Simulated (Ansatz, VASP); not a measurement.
Two plane-wave programs on As

File INCAR:

```
PREC = Accurate
ENCUT = 520
EDIFF = 1E-6
ISMEAR = -1
SIGMA = 0.1
LREAL = False
LASPH = True
NELM = 60
ALGO = Normal
ISIF = 2
LWAVE = False
LCHARG = False
GGA = PS
NBANDS = 18
```

Contents of KPOINTS:

```
regular mesh
0
Gamma
  14 14 4
```

POSCAR

```
As
1.0
    2.9333990087      0.0000000000      0.0000000000
   -1.4666995043      2.5403980610      0.0000000000
    0.0000000000      0.0000000000      9.8872795742
As
4
Direct
    0.0000000000      0.0000000000      1.0000000000
    0.0000000000      0.0000000000      0.5000000000
    0.3333333333      0.6666666667      0.2500000000
    0.6666666667      0.3333333333      0.7500000000
```

Input for Ansatz:

```yaml
crystal:
  lattice:
    - [2.9333990087, 0.0, 0.0]
    - [-1.4666995043, 2.540398061, 0.0]
    - [0.0, 0.0, 9.8872795742]
  atoms:
    - { symbol: As, position: [0.0, 0.0, 1.0] }
    - { symbol: As, position: [0.0, 0.0, 0.5] }
    - { symbol: As, position: [0.3333333333, 0.6666666667, 0.25] }
    - { symbol: As, position: [0.6666666667, 0.3333333333, 0.75] }
hamiltonian:
  xc: pbesol
  pseudopotentials:
    kind: paw
    azcp:
      As: "pseudopotentials/As.paw.azcp"
basis:
  ecutwfc: 420
  fft_grid_basis: typed
kpoints:
  mp_grid: { grid: [14, 14, 4], shift: [0, 0, 0] }
magnetization:
  spin_polarized: false
scf:
  occupations: { method: fermi_dirac, width: 0.1 }
  lower_state_search: "off"
output:
  stress: true
  write_density: true
  write_potential: true
  elf: true
  volumetric_format: npy
```

Alike in both runs: task single point; functional PBEsol; k mesh 14 × 14 × 4; occupations fermi-dirac, width 0.1 eV; no spin polarisation.

|  | VASP | Ansatz |
| --- | --- | --- |
| version | VASP 6.6.1 | Ansatz 0.2.0 |
| potentials or method | VASP PAW PBE potentials, release 64 (As) | plane waves (420 eV) with PAW, scalar-relativistic |
| plane-wave cutoff (eV) | 520 | 420 |
| valence electrons in the cell | 20 | 60 |

|  | VASP | Ansatz | Ansatz less VASP |
| --- | --- | --- | --- |
| pressure (GPa) | 0.0 | -0.2 | -0.21 |
| largest component of the traceless stress (GPa) | 0.64 | 0.65 | +0.016 |

The two sets of potentials don't hold the same shells in valence. Ansatz warned: «pseudo_functional_mismatch».

Caveats: the PAW data sets were made with another functional, which shifts forces and pressure a little (VASP).
